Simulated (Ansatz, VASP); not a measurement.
**One calculation of Al, two programs**

INCAR

```
SYSTEM = Al
PREC     = Accurate       ! precision mode
ENCUT    = 520            ! plane-wave cutoff, eV
EDIFF    = 1E-6           ! SCF threshold, eV
ISMEAR   = 0              ! smearing method
SIGMA    = 0.15           ! smearing width, eV
LREAL    = .FALSE.        ! projectors in reciprocal space
LASPH    = .TRUE.         ! aspherical terms in the spheres
NELM     = 100            ! most SCF steps
ALGO     = Normal         ! electronic algorithm
ISIF     = 2              ! what is computed and relaxed
LWAVE    = .FALSE.        ! write WAVECAR
LCHARG   = .FALSE.        ! write CHGCAR
GGA      = RE             ! functional
NBANDS   = 8              ! bands
```

Contents of KPOINTS:

```
regular mesh
0
G
  20 20 20
  0 0 0
```

The input POSCAR:

```
Al
1.0
    0.0000000000      2.0239800000      1.8620616000
    2.0239800000      0.0000000000      1.8620616000
    2.0239800000      2.0239800000      0.0000000000
Al
1
Direct
    0.0000000000      0.0000000000      0.0000000000
```

Input for Ansatz:

```yaml
crystal:
  lattice:
    - [0.0, 2.02398, 1.8620616]
    - [2.02398, 0.0, 1.8620616]
    - [2.02398, 2.02398, 0.0]
  atoms:
    - { symbol: Al, position: [0.0, 0.0, 0.0] }
kpoints:
  mp_grid: { grid: [20, 20, 20] }
hamiltonian:
  xc: revpbe
scf:
  occupations: { method: gaussian, width: 0.15 }
output:
  forces: true
  eigenvalues: true
  stress: true
```

This isn't the form of Al at room conditions, which is fcc.

Alike in both runs: task single point; functional revPBE; k mesh 20 × 20 × 20; occupations gaussian, width 0.15 eV; no spin polarisation.

|  | VASP | Ansatz |
| --- | --- | --- |
| version | VASP 6.6.1 | Ansatz 0.2.0 |
| potentials or method | VASP PAW PBE potentials, release 64 (Al) | scalar-relativistic, plane waves, PAW |
| plane-wave cutoff (eV) | 520 | 420 |
| valence electrons in the cell | 3 | 3 |

VASP gave:

```
gap on the k mesh at the Fermi level (eV)       : none
pressure (GPa)                                  : 9.0
largest component of the traceless stress (GPa) : 3.62
```

**Question.** Estimate Ansatz's values.

**Answer.** gap on the k mesh at the Fermi level (eV): none; pressure (GPa): 9.2; largest component of the traceless stress (GPa): 3.62.

A gap of «none» marks a metal or a gap that the smearing closes. The functional is the same, so the differences come from potentials, cutoffs and numerics.

Caveats: the PAW data sets were made with another functional, which shifts forces and pressure a little (VASP).
